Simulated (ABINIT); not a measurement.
The system is Hf.

```xyz
1
Lattice="-1.8050 1.8050 1.8050 1.8050 -1.8050 1.8050 1.8050 1.8050 -1.8050" Properties=species:S:1:pos:R:3 pbc="T T T"
Hf    0.0000    0.0000    0.0000
```

This isn't the form of Hf at room conditions, which is hcp.

- Program: ABINIT 10.8.3 (patched build)
- Task: relaxation of cell and atoms
- Functional: PBEsol
- Potentials or basis: PseudoDojo NC SR PBEsol v0.4.1 standard
- Cutoff: 789 eV
- k mesh: 8 × 8 × 8
- Occupations: fermi-dirac, width 0.05 eV
- Spin: no spin polarisation

At the start: pressure -9.0 GPa; volume 23.52 Å³/atom.

Question: Where does the relaxation end?

Answer: Over 5 steps the energy falls by 64.2 meV/atom and the volume is 21.39 Å³/atom (-9.0 %); space group Im-3m (No. 229, to 0.05 Å).

Step by step:
```
step  energy change (eV)  largest force (eV/Å)  pressure (GPa)  volume (Å³)
   1              0.0000                0.0000           -9.03        23.52
   2             -0.0317                0.0000           -6.69        22.88
   3             -0.0639                0.0000            0.64        21.27
   4             -0.0642                0.0000           -0.03        21.40
   5             -0.0642                0.0000            0.00        21.39
```

Final structure:
```
CELL_PARAMETERS angstrom
-1.74884 1.74884 1.74884
1.74884 -1.74884 1.74884
1.74884 1.74884 -1.74884
ATOMIC_POSITIONS crystal
Hf 0.00000 0.00000 0.00000
```
